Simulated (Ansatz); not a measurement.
**Moving the strain (εzz = s) in MnO2**

```xyz
3
Lattice="2.8566 0.0000 0.0000 -1.4283 2.4739 0.0000 0.0000 0.0000 4.6014" Properties=species:S:1:pos:R:3 pbc="T T T"
Mn    0.0000    0.0000    2.3007
O     0.0000    1.6492    3.2499
O     1.4283    0.8246    1.3515
```

Measurements of this composition are mostly on another form, of space group No. 136.

Kept alike: task relaxation of the atoms; functional PBEsol; k mesh 9 × 9 × 5; occupations fermi-dirac, width 0.05 eV; collinear spin, ferromagnetic start. Program: Ansatz, Ansatz PAW, cutoff 420 eV. The mesh is that of the run's cell of 3 atoms. No spin-orbit coupling.

```tsv
s	free energy over the lowest row (meV/atom)
-0.04	5.40
-0.02	?
-0.01	2.26
0	1.62
0.01	1.02
0.02	0.60
0.04	0.00
```

The cell shown is the unstrained one; x, y and z are its Cartesian axes. The runs hold the magnetic state that their start led to, which needn't be the lowest. All rows use potentials made for PBE.

Task: Fit the rows shown and predict the run at -0.02.

Result: A least-squares cubic through the rows shown is free energy = -3593 s³ + 694.6 s² - 61.75 s + 1.587 (largest miss 0.033); at s = -0.02 it gives 3.13 meV/atom. The run gave: free energy over the lowest row 3.13 meV/atom.
